A finer k mesh samples the electron states of a crystal more densely, so the energy might be supposed to move steadily towards its final value, as it does when more plane waves are added. For this one-atom cell of body-centred cubic titanium, treated with the local density approximation, it doesn't. The energy starts far too low, passes above the final value and only then settles, while a magnetic moment comes and goes.

DFTK 0.8.2 plane-wave DFT with the LDA and collinear spins for a one-atom cell of body-centred cubic Ti at 0.8 of its starting volume. All runs use the dojo.nc.sr.lda.v0_4_1.standard pseudopotential, a 1142.88 eV cutoff and Fermi-Dirac smearing of 0.02 eV. The sweep value is the k mesh, and energies are free energies relative to the 14,14,14 mesh.

```csv
sweep value,energy less tightest (meV/atom),pressure (GPa),cell moment (μB)
"2,2,2",-1750.3,-43.92,0.250
"3,3,3",-49.9,14.94,0.518
"5,5,5",-61.5,15.59,0.173
"7,7,7",46.4,17.95,0.505
"8,8,8",8.5,17.75,0.057
"10,10,10",-0.6,15.99,-0.062
"12,12,12",0.7,16.10,0.000
"14,14,14",0.0,16.41,0.000
```

The cell is compressed to 0.8 of its starting volume, so the pressure at the densest mesh belongs to a squeezed crystal. Energy errors below are counted from that mesh, 14,14,14.

**The coarsest mesh: a crystal seen as eight atoms**

A mesh with $N$ divisions along each axis describes the metal as a block of $N^3$ atoms, repeated periodically, with every atom kept alike. Such a block has separate energy levels where the real metal has continuous bands. At 2,2,2 the block holds eight atoms, and symmetry leaves only three distinct k points. The average over these three is too low by 1750 meV per atom. This is a poor average, not a more stable crystal: adding plane waves can only lower the energy, but adding k points replaces one average by another, which may lie higher or lower.

The moment shows how discrete the levels are. Multiplied by the number of atoms in the block, it gives 2 unpaired electrons at 2,2,2 and 14 at 3,3,3, whole numbers in both cases. That is what an open shell would give: several levels lie close together at the filling limit, and exchange favours parallel spins in them, as in a free atom. The whole numbers come from the calculation; the open shell is the standard explanation for them.

**From 3,3,3 to 7,7,7: more points, much the same error**

Between these meshes the number of distinct points grows fivefold, yet the energy error stays near 50 meV and changes sign. The usual cause is the sharp edge between filled and empty states in a metal. Each k point stands for a small region around it, and the smearing of 0.02 eV is much narrower than the usual change of a band from one point to the next. A region cut by the edge is therefore counted as almost wholly full or wholly empty. Moving the points changes which regions are counted wrongly, and the errors can add up in either direction.

The size of the moment alone does not decide that direction. At 3,3,3 and 7,7,7 it is nearly the same, about 0.5 Bohr magnetons, but the energy errors are -49.9 and +46.4 meV. Why so large a moment survives at 7,7,7 is less certain. Every run started from a magnetic atom, and this one may have stayed in a magnetic state that is not the lowest on its mesh; no nonmagnetic run tests this. If it did, part of the positive energy error at 7,7,7 comes from that state and not from the mesh alone.

**How an energy error becomes a pressure error**

Pressure measures how the energy changes with volume, so a mesh error that grows on compression appears as a false pressure. The couplings between d orbitals fall off roughly as the fifth power of the distance, so the d-band width varies with volume $V$ as $V^{-5/3}$. If the energy error $\Delta E$ scales in the same way, then $P=-\mathrm{d}E/\mathrm{d}V$ gives

$$\Delta P=\frac{5}{3}\,\frac{\Delta E}{V}.$$

For 7,7,7, $\Delta E$ is 0.0464 eV and $V$ is 14.14 Å³. The formula gives 0.0055 eV/Å³, or about 0.9 GPa, against a computed error of 1.54 GPa. It has no adjustable constant, so no row was used to set it. As the output below shows, it gives the right sign and comes within a factor of two on the four coarsest meshes.

**At 8,8,8 the energy looks better than the pressure**

Here the energy error has dropped to 8.5 meV, and the formula predicts a pressure error of only about 0.2 GPa. The computed one is 1.34 GPa, or 8% of the final pressure. The likely weak point is the assumption that the whole error scales like a d-band width. Compression shifts s and d states by different amounts, so their errors can nearly cancel in the energy and still leave a false pressure. What counts here is the wrong filling at the given volume, not its further change on compression, because the free energy is stationary against small changes of filling.

**The last three meshes**

With a thousand points or more, each wrongly counted region carries little weight, and many such errors cancel. The energies of the last three meshes lie within 1.3 meV of one another, and the moment is gone at 12,12,12 and 14,14,14, so the earlier moments are no evidence that this metal is magnetic. The minus sign at 10,10,10 only means that the moment points the other way, which makes no difference to the energy without spin-orbit coupling or a magnetic field. The energy at 10,10,10 is within 1 meV of the densest mesh but not of 12,12,12, which makes a 1 meV tolerance doubtful there. The pressure still varies by 0.42 GPa over these meshes, so even the densest one may not give the converged value. The formula fails here: its estimates are far too small, and at 12,12,12 the sign is wrong as well. A mesh chosen for its energy therefore needs a separate check before its pressure is used.

Printed output of the fit:

```
Mesh as a block of atoms:
       row  full_mesh_points  distinct_points  unpaired_electrons_in_block
     2,2,2                 8                3                            2
     3,3,3                27                4                           14
     5,5,5               125               10                        21.61
     7,7,7               343               20                        173.1
     8,8,8               512               29                        29.29
  10,10,10              1000               47                       -61.55
  12,12,12              1728               72                     -0.01024
  14,14,14              2744              104                      0.01993
Pressure error against 14,14,14 in GPa:
       row  computed  estimated_from_energy_error
     2,2,2    -60.33                       -33.05
     3,3,3     -1.47                      -0.9423
     5,5,5     -0.82                       -1.161
     7,7,7      1.54                       0.8762
     8,8,8      1.34                       0.1605
  10,10,10     -0.42                     -0.01133
  12,12,12     -0.31                      0.01322
  14,14,14         0                            0
Rows out of seven in which energy and pressure errors share their sign: 6
Distinct points at 7,7,7 over those at 3,3,3: 5
Energy change from 5,5,5 to 7,7,7 in meV/atom: 107.9
Energy at 7,7,7 less that at 3,3,3 in meV/atom: 96.3
Moment at 7,7,7 less that at 3,3,3 in Bohr magnetons: -0.01381
Size of energy error at 2,2,2 over that at 3,3,3: 35.08
Pressure error at 8,8,8 in percent of the 14,14,14 pressure: 8.166
Pressure change from 8,8,8 to 10,10,10 in GPa: -1.76
Pressure change from 12,12,12 to 14,14,14 in GPa: 0.31
Energy spread of the last three meshes in meV/atom: 1.3
Pressure spread of the last three meshes in GPa: 0.42
```
